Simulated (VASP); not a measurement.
# Ge: single point with LDA

The system is Ge.

```
Ge
1.0
     0.00000    2.75479    2.75479
     2.75479    0.00000    2.75479
     2.75479    2.75479    0.00000
Ge
2
Direct
  0.00000 0.00000 0.00000
  0.25000 0.25000 0.25000
```

The cell isn't the ideal one: a relaxed cell with its volume scaled by 0.94.

```
Program             : VASP 6.6.1
Task                : single point
Functional          : LDA
Potentials or basis : VASP PAW LDA potentials, release 64 (Ge_d)
Cutoff              : 520 eV
k mesh              : 10 × 10 × 10
Occupations         : gaussian, width 0.02 eV
Spin                : no spin polarisation
```

```json
{"Pressure": "5.2 GPa", "Band gap on the k mesh": "0.32 eV, indirect (least direct gap 0.60 eV)"}
```

Levels at points of the mesh, in eV from the valence-band top:
| k point | band 11 | band 12 | band 13 | band 14 | band 15 | band 16 | band 17 | band 18 |
| --- | --- | --- | --- | --- | --- | --- | --- | --- |
| (0.00, 0.00, 0.00) | -13.44 | 0.00 | 0.00 | 0.00 | 0.60 | 2.56 | 2.56 | 2.56 |
| (0.50, 0.00, 0.00) | -11.14 | -8.03 | -1.53 | -1.53 | 0.32 | 3.76 | 3.76 | 7.00 |
| (0.50, 0.50, 0.00) | -9.24 | -9.24 | -3.37 | -3.37 | 0.56 | 0.56 | 10.08 | 10.08 |

Run time: 28 s on 1 thread of Intel(R) Xeon(R) Platinum 8259CL CPU @ 2.50GHz (Skylake/Cascade Lake), on a shared host, peak memory 0.16 GiB.

A k mesh can miss the band edges.
